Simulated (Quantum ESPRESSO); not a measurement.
# KBr (Fm-3m) in Quantum ESPRESSO: further runs, part 4 of 4

Quantum ESPRESSO 7.5. Earlier steps stand in the parts before.

## Step 5: Dielectric tensor, LDA

The input, pw.in:

```
&CONTROL
  calculation = 'scf'
  prefix = 'pwscf'
  outdir = './tmp'
  pseudo_dir = './pseudo'
  tprnfor = .true.
  tstress = .true.
  disk_io = 'low'
/
&SYSTEM
  ibrav = 0
  nat = 2
  ntyp = 2
  ecutwfc = 72
  nbnd = 14
  occupations = 'smearing'
  smearing = 'fd'
  degauss = 0.00367493
/
&ELECTRONS
  conv_thr = 4d-10
  electron_maxstep = 120
  mixing_beta = 0.5
/
ATOMIC_SPECIES
Br    79.9040 Br.upf
K     39.0983 K.upf
CELL_PARAMETERS angstrom
   0.0000000000    3.3000000000    3.3000000000
   3.3000000000    0.0000000000    3.3000000000
   3.3000000000    3.3000000000    0.0000000000
ATOMIC_POSITIONS crystal
Br     0.5000000000    0.5000000000    0.5000000000
K      0.0000000000    0.0000000000    0.0000000000
K_POINTS automatic
2 2 2 0 0 0
```

The input, scf2.in:

```
&CONTROL
  calculation = 'scf'
  prefix = 'pwscf'
  outdir = './tmp'
  pseudo_dir = './pseudo'
  tprnfor = .true.
  tstress = .true.
  disk_io = 'low'
/
&SYSTEM
  ibrav = 0
  nat = 2
  ntyp = 2
  ecutwfc = 72
  nbnd = 14
  occupations = 'fixed'
/
&ELECTRONS
  conv_thr = 1d-13
  electron_maxstep = 120
  mixing_beta = 0.5
  startingpot = 'file'
  startingwfc = 'file'
/
ATOMIC_SPECIES
Br    79.9040 Br.upf
K     39.0983 K.upf
CELL_PARAMETERS angstrom
   0.0000000000    3.3000000000    3.3000000000
   3.3000000000    0.0000000000    3.3000000000
   3.3000000000    3.3000000000    0.0000000000
ATOMIC_POSITIONS crystal
Br     0.5000000000    0.5000000000    0.5000000000
K      0.0000000000    0.0000000000    0.0000000000
K_POINTS automatic
2 2 2 0 0 0
```

The input, ph.in:

```
dielectric of KBr
&INPUTPH
  prefix = 'pwscf'
  outdir = './tmp'
  tr2_ph = 1d-18
  fildyn = 'dyn'
  niter_ph = 90
  alpha_mix(1) = 0.7
  epsil = .true.
  trans = .false.
  zeu = .true.
/
0.0000000000 0.0000000000 0.0000000000
```

Potentials or basis: PseudoDojo 0.4.1 SR LDA standard.

Command:

```
$ OMP_NUM_THREADS=1 pw.x -in pw.in > pw.out
$ OMP_NUM_THREADS=1 pw.x -in scf2.in > scf2.out
$ OMP_NUM_THREADS=1 ph.x -in ph.in > ph.out
```

pw.out:

```text
This program is part of the open-source Quantum ESPRESSO suite
     for quantum simulation of materials; please cite
[... 9 lines left out ...]
     --------------------
     sticks:   dense  smooth     PW     G-vecs:    dense   smooth      PW
     Sum        1531    1531    433                39957    39957    5961

     Using Slab Decomposition

     bravais-lattice index     =            0
     lattice parameter (alat)  =       8.8192  a.u.
     unit-cell volume          =     485.0298 (a.u.)^3
     number of atoms/cell      =            2
     number of atomic types    =            2
     number of electrons       =        16.00
     number of Kohn-Sham states=           14
     kinetic-energy cutoff     =      72.0000  Ry
     charge density cutoff     =     288.0000  Ry
     scf convergence threshold =      4.0E-10
     mixing beta               =       0.5000
     number of iterations used =            8  plain     mixing
     Exchange-correlation= SLA  PW   NOGX NOGC
                           (   1   4   0   0   0   0   0)

     celldm(1)=   8.819172  celldm(2)=   0.000000  celldm(3)=   0.000000
     celldm(4)=   0.000000  celldm(5)=   0.000000  celldm(6)=   0.000000

     crystal axes: (cart. coord. in units of alat)
               a(1) = (   0.000000   0.707107   0.707107 )
               a(2) = (   0.707107   0.000000   0.707107 )
               a(3) = (   0.707107   0.707107   0.000000 )

     reciprocal axes: (cart. coord. in units 2 pi/alat)
               b(1) = ( -0.707107  0.707107  0.707107 )
               b(2) = (  0.707107 -0.707107  0.707107 )
               b(3) = (  0.707107  0.707107 -0.707107 )

     PseudoPot. # 1 for Br read from file:
     Br.upf
     Pseudo is Norm-conserving + core correction, Zval =  7.0
     Generated using ONCVPSP code by D. R. Hamann
     Using radial grid of 1084 points,  6 beta functions with:
                l(1) =   0
                l(2) =   0
                l(3) =   1
                l(4) =   1
                l(5) =   2
                l(6) =   2

     PseudoPot. # 2 for K  read from file:
     K.upf
     Pseudo is Norm-conserving + core correction, Zval =  9.0
     Generated using ONCVPSP code by D. R. Hamann
     Using radial grid of 2170 points,  6 beta functions with:
                l(1) =   0
                l(2) =   0
                l(3) =   1
                l(4) =   1
                l(5) =   2
                l(6) =   2

     atomic species   valence    mass     pseudopotential
     Br                7.00    79.90400     Br( 1.00)
     K                 9.00    39.09830     K ( 1.00)

     48 Sym. Ops., with inversion, found

   Cartesian axes

     site n.     atom                  positions (alat units)
         1        Br     tau(   1) = (   0.7071068   0.7071068   0.7071068  )
         2        K      tau(   2) = (   0.0000000   0.0000000   0.0000000  )

     number of k points=     3  Fermi-Dirac smearing, width (Ry)=  0.0037
                       cart. coord. in units 2pi/alat
        k(    1) = (   0.0000000   0.0000000   0.0000000), wk =   0.2500000
        k(    2) = (  -0.3535534  -0.3535534   0.3535534), wk =   1.0000000
        k(    3) = (  -0.7071068   0.0000000   0.0000000), wk =   0.7500000

     Dense  grid:    39957 G-vectors     FFT dimensions: (  48,  48,  48)

     Initial potential from superposition of free atoms

     starting charge      15.9839, renormalised to      16.0000
     Starting wfcs are    9 randomized atomic wfcs +    5 random wfcs

     Self-consistent Calculation

     iteration #  1     ecut=    72.00 Ry     beta= 0.50
     Davidson diagonalization with overlap
     ethr =  1.00E-02,  avg # of iterations =  8.0

     Threshold (ethr) on eigenvalues was too large:
     Diagonalizing with lowered threshold

     Davidson diagonalization with overlap
     ethr =  2.95E-04,  avg # of iterations =  4.7

     total energy              =     -91.64567020 Ry
     estimated scf accuracy    <       0.04603034 Ry

     iteration #  2     ecut=    72.00 Ry     beta= 0.50
     Davidson diagonalization with overlap
     ethr =  2.88E-04,  avg # of iterations =  4.0

     total energy              =     -91.65444656 Ry
     estimated scf accuracy    <       0.00229532 Ry

     iteration #  3     ecut=    72.00 Ry     beta= 0.50
     Davidson diagonalization with overlap
     ethr =  1.43E-05,  avg # of iterations =  8.3

     total energy              =     -91.65461059 Ry
     estimated scf accuracy    <       0.00051138 Ry
[... 26 lines left out ...]
     total energy              =     -91.65464346 Ry
     estimated scf accuracy    <          3.0E-09 Ry

     iteration #  8     ecut=    72.00 Ry     beta= 0.50
     Davidson diagonalization with overlap
     ethr =  1.85E-11,  avg # of iterations =  4.7

     total energy              =     -91.65464347 Ry
     estimated scf accuracy    <          6.0E-10 Ry

     iteration #  9     ecut=    72.00 Ry     beta= 0.50
     Davidson diagonalization with overlap
     ethr =  3.73E-12,  avg # of iterations =  2.0

     End of self-consistent calculation

          k = 0.0000 0.0000 0.0000 (  5029 PWs)   bands (ev):

   -26.6538 -11.4219 -10.3242 -10.3242 -10.3242   0.9251   0.9251   0.9251
     4.8932   8.2020   8.2020   8.2020   9.0694   9.0694

          k =-0.3536-0.3536 0.3536 (  4988 PWs)   bands (ev):

   -26.6476 -11.5965 -10.3305 -10.3305 -10.0786  -0.3410   0.5687   0.5687
     7.1079   8.7988  10.3457  10.3457  10.6907  10.6907

          k =-0.7071 0.0000 0.0000 (  4992 PWs)   bands (ev):

   -26.6458 -11.3213 -10.4225 -10.3631 -10.3631   0.0584   0.6227   0.6227
     6.4194   7.7119  10.0212  10.0283  10.2850  11.3692

     the Fermi energy is     2.1135 ev

!    total energy              =     -91.65464347 Ry
     estimated scf accuracy    <          5.0E-12 Ry
     smearing contrib. (-TS)   =      -0.00000000 Ry
     internal energy E=F+TS    =     -91.65464347 Ry

     The total energy is F=E-TS. E is the sum of the following terms:
     one-electron contribution =     -29.23632008 Ry
     hartree contribution      =      19.21798865 Ry
     xc contribution           =     -22.83843688 Ry
     ewald contribution        =     -58.79787517 Ry

     convergence has been achieved in   9 iterations

     Forces acting on atoms (cartesian axes, Ry/au):

     atom    1 type  1   force =    -0.00000000    0.00000000    0.00000000
     atom    2 type  2   force =    -0.00000000   -0.00000000    0.00000000

     Total force =     0.000000     Total SCF correction =     0.000000

     Computing stress (Cartesian axis) and pressure

          total   stress  (Ry/bohr**3)                   (kbar)     P=      -10.72
  -0.00007287   0.00000000  -0.00000000          -10.72        0.00       -0.00
   0.00000000  -0.00007287   0.00000000            0.00      -10.72        0.00
   0.00000000  -0.00000000  -0.00007287            0.00       -0.00      -10.72

=------------------------------------------------------------------------------=
   JOB DONE.
=------------------------------------------------------------------------------=
```

scf2.out:

```text
This program is part of the open-source Quantum ESPRESSO suite
     for quantum simulation of materials; please cite
[... 9 lines left out ...]
     --------------------
     sticks:   dense  smooth     PW     G-vecs:    dense   smooth      PW
     Sum        1531    1531    433                39957    39957    5961
[... 138 lines left out ...]
  -0.00007288  -0.00000000   0.00000000          -10.72       -0.00        0.00
   0.00000000  -0.00007288   0.00000000            0.00      -10.72        0.00
   0.00000000   0.00000000  -0.00007288            0.00        0.00      -10.72

=------------------------------------------------------------------------------=
   JOB DONE.
=------------------------------------------------------------------------------=
```

ph.out:

```text
This program is part of the open-source Quantum ESPRESSO suite
     for quantum simulation of materials; please cite
         "P. Giannozzi et al., J. Phys.:Condens. Matter 21 395502 (2009);
         "P. Giannozzi et al., J. Phys.:Condens. Matter 29 465901 (2017);
         "P. Giannozzi et al., J. Chem. Phys. 152 154105 (2020);
     in publications or presentations arising from this work. More details at

     IMPORTANT: XC functional enforced from input :
[... 162 lines left out ...]
      E*z (       -0.00000       -0.00000        1.42466 )

     INITIALIZATION:

     DIELECTRIC CONSTANT AND EFFECTIVE CHARGES:

      Additional routines

=------------------------------------------------------------------------------=
   JOB DONE.
=------------------------------------------------------------------------------=
```

Wall time 13 s (1 thread of AMD EPYC 9R45 (Zen 5), shared host); peak memory 0.1 GiB.

Results:

| Item | Value |
| --- | --- |
| Free energy | -1247.0250 eV |
| Pressure | -1.1 GPa |
| Band gap on the k mesh | 3.97 eV, direct |
| Electronic dielectric tensor (diagonal) | 3.34 |
| Born charges (mean of the diagonal) | Br -1.72; K +1.13 e |

Levels at points of the mesh, in eV from the valence-band top:
| k point | band 6 | band 7 | band 8 | band 9 | band 10 | band 11 |
| --- | --- | --- | --- | --- | --- | --- |
| (0.00, 0.00, 0.00) | 0.00 | 0.00 | 0.00 | 3.97 | 7.28 | 7.28 |
| (0.00, 0.00, -0.50) | -1.27 | -0.36 | -0.36 | 6.18 | 7.87 | 9.42 |
| (0.00, -0.50, -0.50) | -0.87 | -0.30 | -0.30 | 5.49 | 6.79 | 9.10 |

Electronic dielectric tensor:
```
3.34 0.00 0.00
0.00 3.34 0.00
0.00 0.00 3.34
```

Born effective charge tensors (e):
atom 1, Br
```
-1.72  0.00  0.00
 0.00 -1.72  0.00
 0.00  0.00 -1.72
```
atom 2, K
```
1.13 0.00 0.00
0.00 1.13 0.00
0.00 0.00 1.13
```

Caveat: the k mesh is coarse (spacing up to 0.82 Å⁻¹), so the values aren't converged; the mesh is thin for the dielectric tensor, Born charges and intensities, which usually come out too large; on a mesh that holds Γ this program's dielectric tensor can be off by some percent beyond the error of the mesh; the Born charges break their sum rule by 0.59 e, a sign of too thin a mesh.

## Step 6: Summary

```tsv
task	level	potentials or basis	cell	k mesh	cutoff (eV)	form of the LDA correlation	mesh quality	pressure (GPa)
dielectric tensor	AM05	PseudoDojo 0.4.1 SR PBE standard	as given	6 × 6 × 6, shifted	1007	-	not flagged	0.4
phonons and Raman activities	LDA	PseudoDojo 0.4.1 SR LDA standard	relaxed	2 × 2 × 2, shifted	980	PW92	coarse	0.0
phonons and Raman activities	PBE	PseudoDojo 0.4.1 SR PBE standard	relaxed	2 × 2 × 2, shifted	1007	-	coarse	0.0
dielectric tensor	LDA	PseudoDojo 0.4.1 SR LDA standard	as given	2 × 2 × 2	980	PW92	coarse	-1.1
```

Alike in all rows: no spin polarisation; smearing fermi-dirac 0.05 eV.

Caveats: some runs use coarse meshes; the potentials were made for another functional, which shifts forces and pressure (some runs); on a mesh that holds Γ this program's dielectric tensor can be off by some percent beyond the error of the mesh (some runs).

Absolute energies hang on the potentials; compare differences alone.

## Step 7: How close it comes

Step 2. A measured high-frequency dielectric constant of KBr is 2.36 (a printed reference work, monograph); the calculated 2.55 misses it by +8.1 %.
